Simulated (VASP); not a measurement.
# LiH in VASP: how settings move the PBE single point

The PBE single point of rocksalt LiH, strained and with displaced atoms is repeated with altered inputs. Which of them can be trusted?

Code: VASP 6.6.1. PAW datasets, plane waves. Calculated at 0 K for a non-magnetic cell.

### 1 The cell

The symmetry is P1 (No. 1, triclinic); conventional cell a = 2.772 Å, b = 2.819 Å, c = 2.873 Å, α = 61.0°, β = 61.2°, γ = 60.6°, 8.10 Å³ an atom. Around Li lie 6 H at 1.92–2.08 Å; around H lie 6 Li at 1.92–2.08 Å.

Coordinates:

```
CELL_PARAMETERS angstrom
0.05960 2.01970 2.04240
2.01940 0.05890 2.04320
2.04130 2.04240 0.03700
ATOMIC_POSITIONS crystal
Li 0.98650 0.00660 0.01050
H 0.50960 0.47830 0.49790
```

### 2 The reference run

Contents of INCAR:

```
ENCUT = 520.000000
SIGMA = 0.020000
EDIFF = 1.00e-07
GGA = PE
PREC = Accurate
IBRION = -1
ISIF = 2
ISMEAR = -1
NBANDS = 9
NELM = 120
NSW = 0
LASPH = .TRUE.
LCHARG = .FALSE.
LWAVE = .FALSE.
LREAL = .FALSE.
```

Contents of KPOINTS:

```
KPOINTS created by Atomic Simulation Environment
0
Gamma
10 10 10
0 0 0
```

Contents of POSCAR:

```
Li H
 1.0000000000000000
     0.0596000000000000    2.0196999999999998    2.0424000000000002
     2.0194000000000001    0.0589000000000000    2.0432000000000001
     2.0413000000000001    2.0424000000000002    0.0370000000000000
 Li  H
   1   1
Cartesian
  0.0935570900000000  2.0142679900000000  2.0287012200000003
  2.0126144500000001  2.0743219499999999  2.0364919000000006
```

Potentials: the recommended PBE PAW datasets, 4 valence electrons.

Launch:

```
mpirun -np 1 vasp_std
```

The closing lines of the self-consistent loop in OSZICAR:

```text
DAV:   9    -0.611665273013E+01    0.37598E-04   -0.16173E-04 12006   0.488E-02    0.706E-03
DAV:  10    -0.611665236868E+01    0.36146E-06   -0.66052E-06 10679   0.185E-02    0.240E-03
DAV:  11    -0.611665236256E+01    0.61219E-08   -0.18728E-07 12950   0.204E-03
   1 F= -.61166524E+01 E0= -.61166524E+01  d E =-.508262E-12
```

Run time: 19 s. Hardware: 1 MPI rank of Intel Xeon 6975P-C, shared host; peak memory 0.18 GiB.

Values of the reference: energy (σ→0) -6.1167 eV, pressure -0.38 GPa, gap on the mesh 2.85 eV.

### 3 Altered input 1

INCAR: that of step 2 with these lines changed.

```diff
@@ -9,3 +9,2 @@
 NBANDS = 9
-NELM = 120
 NSW = 0
@@ -15 +14,4 @@
 LREAL = .FALSE.
+ISYM = 0
+AMIX = 0.1
+NELM = 55
```

Contents of KPOINTS:

```
KPOINTS created by Atomic Simulation Environment
0
Gamma
4 4 4
0 0 0
```

POSCAR is that of step 2.

Launch:

```
mpirun -np 1 vasp_std
```

Printed to the terminal (iteration lines stand in OSZICAR):

```text
POSCAR found type information on POSCAR LiH
 POSCAR found :  2 types and       2 ions
 LDA part: xc-table for (Slater+PW92), standard interpolation
 POSCAR, INCAR and KPOINTS ok, starting setup
 FFT: planning ... GRIDC
 FFT: planning ... GRID_SOFT
 FFT: planning ... GRID
 WAVECAR not read
 entering main loop
```

OSZICAR:

```text
N       E                     dE             d eps       ncg     rms          rms(c)
DAV:   1    -0.176756819268E+01   -0.17676E+01   -0.14741E+03   648   0.398E+02
DAV:   2    -0.629505753439E+01   -0.45275E+01   -0.45031E+01   911   0.536E+01
DAV:   3    -0.635227579086E+01   -0.57218E-01   -0.57191E-01   779   0.531E+00
DAV:   4    -0.635243876975E+01   -0.16298E-03   -0.16296E-03   910   0.273E-01
DAV:   5    -0.635243929427E+01   -0.52451E-06   -0.52450E-06   755   0.129E-02    0.290E+00
DAV:   6    -0.628852417727E+01    0.63915E-01   -0.11130E-02   773   0.352E-01    0.251E+00
DAV:   7    -0.610052308957E+01    0.18800E+00   -0.51961E-01   740   0.234E+00    0.251E-01
DAV:   8    -0.610174285882E+01   -0.12198E-02   -0.95388E-03   702   0.743E-01    0.224E-01
DAV:   9    -0.610310972214E+01   -0.13669E-02   -0.10214E-03   820   0.166E-01    0.477E-02
DAV:  10    -0.610315290098E+01   -0.43179E-04   -0.16525E-04   953   0.621E-02    0.107E-02
DAV:  11    -0.610315389032E+01   -0.98934E-06   -0.25619E-06   727   0.109E-02    0.848E-03
DAV:  12    -0.610315444178E+01   -0.55146E-06   -0.43741E-06   729   0.925E-03    0.474E-04
DAV:  13    -0.610315446023E+01   -0.18456E-07   -0.11211E-07   787   0.263E-03
   1 F= -.61031545E+01 E0= -.61031545E+01  d E =-.197582E-10
```

Parts of OUTCAR:

```text
k-points           NKPTS =     36   k-points in BZ     NKDIM =     36   number of bands    NBANDS=      9

   NELECT =       4.0000    total number of electrons

   dimension x,y,z NGX =    24 NGY =   24 NGZ =   24
   dimension x,y,z NGXF=    48 NGYF=   48 NGZF=   48

  energy-cutoff  :      520.00
  volume of cell :       16.20
      direct lattice vectors                 reciprocal lattice vectors
     0.059600000  2.019700000  2.042400000    -0.257421886  0.252806149  0.247135608
     2.019400000  0.058900000  2.043200000     0.252843335 -0.257180782  0.246944067
     2.041300000  2.042400000  0.037000000     0.247269149  0.247040428 -0.251510377

 k-points in reciprocal lattice and weights: KPOINTS created by Atomic Simulation Env
   0.00000000  0.00000000  0.00000000       0.016
   0.25000000  0.00000000 -0.00000000       0.031
   0.50000000  0.00000000 -0.00000000       0.016
  -0.00000000  0.25000000  0.00000000       0.031
   0.25000000  0.25000000  0.00000000       0.031
   0.50000000  0.25000000 -0.00000000       0.031
  -0.25000000  0.25000000 -0.00000000       0.031
  -0.00000000  0.50000000  0.00000000       0.016
[... 28 more k-points ...]

 E-fermi :   0.5236

 k-point     1 :       0.0000    0.0000    0.0000
  band No.  band energies     occupation
      1     -44.2468      2.00000
      2      -5.3322      2.00000
      3      15.8641      0.00000
      4      17.1415      0.00000
      5      18.0983      0.00000
      6      18.5773      0.00000
      7      21.7336      0.00000
      8      22.8000      0.00000
      9      23.3601      0.00000

 k-point     2 :       0.2500    0.0000   -0.0000
  band No.  band energies     occupation
      1     -44.2225      2.00000
      2      -4.2235      2.00000
      3      10.0841      0.00000
      4      14.8013      0.00000
      5      16.1398      0.00000
      6      16.7246      0.00000
      7      21.8868      0.00000
      8      22.1088      0.00000
      9      23.3484      0.00000

 k-point     3 :       0.5000    0.0000   -0.0000
  band No.  band energies     occupation
      1     -44.1980      2.00000
      2      -2.3829      2.00000
      3       5.1209      0.00000
      4      13.4178      0.00000
      5      16.1301      0.00000
      6      16.3642      0.00000
      7      18.6177      0.00000
      8      19.0486      0.00000
      9      27.0715      0.00000

 k-point     4 :      -0.0000    0.2500    0.0000
  band No.  band energies     occupation
      1     -44.2226      2.00000
      2      -4.2243      2.00000
      3      10.0631      0.00000
      4      14.8174      0.00000
      5      16.1379      0.00000
      6      16.7475      0.00000
      7      21.8713      0.00000
      8      22.1274      0.00000
      9      23.3567      0.00000

 k-point     5 :       0.2500    0.2500    0.0000
  band No.  band energies     occupation
      1     -44.2176      2.00000
      2      -3.8201      2.00000
      3      10.2463      0.00000
      4      12.5208      0.00000
      5      13.8604      0.00000
      6      16.2919      0.00000
      7      17.9065      0.00000
      8      26.5418      0.00000
      9      29.8084      0.00000

[... the tables of k-points 6 to 36 left out ...]

  Total        0.0678576      0.0047073     -0.0864512     -0.1992700     -0.0905204     -0.0942195
  in kB        6.7101090      0.4654774     -8.5487441    -19.7048529     -8.9511227     -9.3169149
  external PRESSURE =      -0.4577192 kB  Pullay stress =       0.0000000 kB

 POSITION                                       TOTAL-FORCE (eV/Angst)
 -----------------------------------------------------------------------------------
      0.09356      2.01427      2.02870        -0.087525      0.019009     -0.008101
      2.01261      2.07432      2.03649         0.087525     -0.019009      0.008101
 -----------------------------------------------------------------------------------
    total drift:                               -0.000135     -0.000152     -0.000079

  FREE ENERGIE OF THE ION-ELECTRON SYSTEM (eV)
  ---------------------------------------------------
  free  energy   TOTEN  =        -6.1031544602 eV

  energy  without entropy=       -6.1031544602  energy(sigma->0) =       -6.10315446
```

It took 2.5 s on 1 MPI rank of Intel Xeon 6975P-C, shared host; peak memory 0.13 GiB.

Changed: ISYM = 0, AMIX = 0.1, NELM = 55, mesh 4×4×4. The run ends normally. Against the reference the energy moves by +6.7 meV/atom; the pressure goes from -0.4 to 0.0 GPa. These settings are too coarse to quote the result as the crystal's.

### 4 Altered input 2

INCAR: that of step 2 with these lines changed.

```diff
@@ -1,4 +1,2 @@
-ENCUT = 520.000000
 SIGMA = 0.020000
-EDIFF = 1.00e-07
 GGA = PE
@@ -15 +13,3 @@
 LREAL = .FALSE.
+ENCUT = 200
+EDIFF = 1e-05
```

KPOINTS is that of step 2.

POSCAR is that of step 2.

Launch:

```
mpirun -np 1 vasp_std
```

Standard output, without the iteration lines:

```text
POSCAR found type information on POSCAR LiH
 POSCAR found :  2 types and       2 ions
 LDA part: xc-table for (Slater+PW92), standard interpolation
 POSCAR, INCAR and KPOINTS ok, starting setup
 FFT: planning ... GRIDC
 FFT: planning ... GRID_SOFT
 FFT: planning ... GRID
 WAVECAR not read
 entering main loop
```

OSZICAR:

```text
N       E                     dE             d eps       ncg     rms          rms(c)
DAV:   1    -0.862185025987E+01   -0.86219E+01   -0.74121E+02 10031   0.186E+02
DAV:   2    -0.105465015902E+02   -0.19247E+01   -0.19160E+01 11481   0.296E+01
DAV:   3    -0.105617139367E+02   -0.15212E-01   -0.15210E-01 10745   0.211E+00
DAV:   4    -0.105617357462E+02   -0.21810E-04   -0.21809E-04 11312   0.745E-02
DAV:   5    -0.105617358034E+02   -0.57168E-07   -0.57176E-07 10215   0.289E-03    0.409E+00
DAV:   6    -0.102810636673E+02    0.28067E+00   -0.16704E-01  9586   0.161E+00    0.215E+00
DAV:   7    -0.102084615008E+02    0.72602E-01   -0.25025E-01  9707   0.203E+00    0.330E-01
DAV:   8    -0.102097431166E+02   -0.12816E-02   -0.44840E-03 10366   0.359E-01    0.572E-02
DAV:   9    -0.102096703267E+02    0.72790E-04   -0.23411E-04 10529   0.639E-02    0.134E-02
DAV:  10    -0.102096774832E+02   -0.71566E-05   -0.18804E-05  9774   0.233E-02
   1 F= -.10209677E+02 E0= -.10209677E+02  d E =-.412636E-13
```

Parts of OUTCAR:

```text
k-points           NKPTS =    504   k-points in BZ     NKDIM =    504   number of bands    NBANDS=      9

   NELECT =       4.0000    total number of electrons

   dimension x,y,z NGX =    14 NGY =   14 NGZ =   14
   dimension x,y,z NGXF=    28 NGYF=   28 NGZF=   28

  energy-cutoff  :      200.00
  volume of cell :       16.20
      direct lattice vectors                 reciprocal lattice vectors
     0.059600000  2.019700000  2.042400000    -0.257421886  0.252806149  0.247135608
     2.019400000  0.058900000  2.043200000     0.252843335 -0.257180782  0.246944067
     2.041300000  2.042400000  0.037000000     0.247269149  0.247040428 -0.251510377

 k-points in reciprocal lattice and weights: KPOINTS created by Atomic Simulation Env
   0.00000000  0.00000000  0.00000000       0.001
   0.10000000 -0.00000000 -0.00000000       0.002
   0.20000000 -0.00000000 -0.00000000       0.002
   0.30000000 -0.00000000 -0.00000000       0.002
   0.40000000 -0.00000000  0.00000000       0.002
   0.50000000  0.00000000 -0.00000000       0.001
   0.00000000  0.10000000  0.00000000       0.002
   0.10000000  0.10000000  0.00000000       0.002
[... 496 more k-points ...]

 E-fermi :   1.0985

 k-point     1 :       0.0000    0.0000    0.0000
  band No.  band energies     occupation
      1     -45.6922      2.00000
      2      -4.0080      2.00000
      3      16.9276      0.00000
      4      17.8098      0.00000
      5      18.1055      0.00000
      6      18.8656      0.00000
      7      21.8030      0.00000
      8      22.8665      0.00000
      9      23.4239      0.00000

 k-point     2 :       0.1000   -0.0000   -0.0000
  band No.  band energies     occupation
      1     -45.6665      2.00000
      2      -3.8736      2.00000
      3      16.1235      0.00000
      4      16.7066      0.00000
      5      17.6122      0.00000
      6      17.9623      0.00000
      7      22.0863      0.00000
      8      22.7471      0.00000
      9      23.8885      0.00000

 k-point     3 :       0.2000   -0.0000   -0.0000
  band No.  band energies     occupation
      1     -45.6230      2.00000
      2      -3.4776      2.00000
      3      12.9464      0.00000
      4      15.8466      0.00000
      5      16.5586      0.00000
      6      17.0534      0.00000
      7      22.9106      0.00000
      8      23.1357      0.00000
      9      23.2795      0.00000

 k-point     4 :       0.3000   -0.0000   -0.0000
  band No.  band energies     occupation
      1     -45.6082      2.00000
      2      -2.9539      2.00000
      3       9.9853      0.00000
      4      14.7219      0.00000
      5      16.0500      0.00000
      6      16.5404      0.00000
      7      20.9532      0.00000
      8      21.1805      0.00000
      9      25.0917      0.00000

 k-point     5 :       0.4000   -0.0000    0.0000
  band No.  band energies     occupation
      1     -45.6028      2.00000
      2      -2.4332      2.00000
      3       7.9012      0.00000
      4      13.8986      0.00000
      5      16.0439      0.00000
      6      16.3622      0.00000
      7      19.3663      0.00000
      8      19.7003      0.00000
      9      28.0704      0.00000

[... the tables of k-points 6 to 504 left out ...]

  Total       -1.0117033     -1.1135834     -1.2556826     -0.1673467     -0.0840729     -0.0904256
  in kB     -100.0424712   -110.1169016   -124.1684062    -16.5481091     -8.3135688     -8.9417514
  external PRESSURE =    -111.4425930 kB  Pullay stress =       0.0000000 kB

 POSITION                                       TOTAL-FORCE (eV/Angst)
 -----------------------------------------------------------------------------------
      0.09356      2.01427      2.02870        -0.137143      0.025273     -0.015353
      2.01261      2.07432      2.03649         0.137143     -0.025273      0.015353
 -----------------------------------------------------------------------------------
    total drift:                                0.002789     -0.002257     -0.002542

  FREE ENERGIE OF THE ION-ELECTRON SYSTEM (eV)
  ---------------------------------------------------
  free  energy   TOTEN  =       -10.2096774832 eV

  energy  without entropy=      -10.2096774832  energy(sigma->0) =      -10.20967748
```

It took 4.4 s on 1 MPI rank of Intel Xeon 6975P-C, shared host; peak memory 0.12 GiB.

Changed: ENCUT = 200, EDIFF = 1e-05. VASP runs to the end. Against the reference the energy moves by -2.05 eV/atom; the pressure goes from -0.4 to -11.1 GPa, the gap on the mesh goes from 2.85 to 2.38 eV. These settings are too coarse to quote the result as the crystal's.

### 5 Comparison

| run | changed | ending | energy change (meV/atom) | pressure (GPa) | gap on the mesh (eV; negative: overlap) | electronic steps | time | usable |
| --- | --- | --- | --- | --- | --- | --- | --- | --- |
| ref. | – | converged | 0 | -0.4 | 2.85 | 11 | 19 s | yes |
| 1 | ISYM = 0, AMIX = 0.1, NELM = 55, mesh 4×4×4 | converged | 6.7 | 0.0 | 2.84 | 13 | 2.5 s | no |
| 2 | ENCUT = 200, EDIFF = 1e-05 | converged | -2046.5 | -11.1 | 2.38 | 10 | 4.4 s | no |

What this shows: Of 2 altered inputs, 2 ended normally on a faulty or unsound input.
